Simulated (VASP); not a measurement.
MgS, 4 atoms in the cell. It takes space group P6_3mc (No. 186, hexagonal). Conventional cell: a = 3.962 Å, b = 3.962 Å, c = 6.316 Å, α = 90.00°, β = 90.00°, γ = 120.00°. Mg (site symmetry 3m) is surrounded by 4 S at 2.40 to 2.42 Å. S (site symmetry 3m) is surrounded by 4 Mg at 2.40 to 2.42 Å. The cell comes from a database or a generator and needn't be the stable form of this composition.

| Item | Value |
| --- | --- |
| Program | VASP 6.6.1 |
| Task | single point |
| Functional | LDA |
| Potentials or basis | VASP PAW LDA potentials, release 64 (Mg, S) |
| Cutoff | 520 eV |
| k mesh | 6 × 6 × 4 |
| Occupations | gaussian, width 0.01 eV |
| Spin | no spin polarisation |
| Dipole correction | no |
| Further INCAR settings | ALGO = Normal; EDIFF = 1e-06; NBANDS = 16 |

Potentials or basis: VASP PAW LDA potentials, release 64 (Mg, S).

The run is started by

```bash
$ cat potpaw_LDA.64/Mg/POTCAR potpaw_LDA.64/S/POTCAR > POTCAR
$ mpirun -np 1 vasp_std > vasp.out
```

Hardware: 1 thread of Intel(R) Xeon(R) Platinum 8259CL CPU @ 2.50GHz (Skylake/Cascade Lake) (shared host).

Question: Estimate the wall time of this run.

Answer: Wall time 19 s on 1 thread of Intel(R) Xeon(R) Platinum 8259CL CPU @ 2.50GHz (Skylake/Cascade Lake) (shared host), peak memory 0.17 GiB. Counts: scf iterations 12, k points 21.
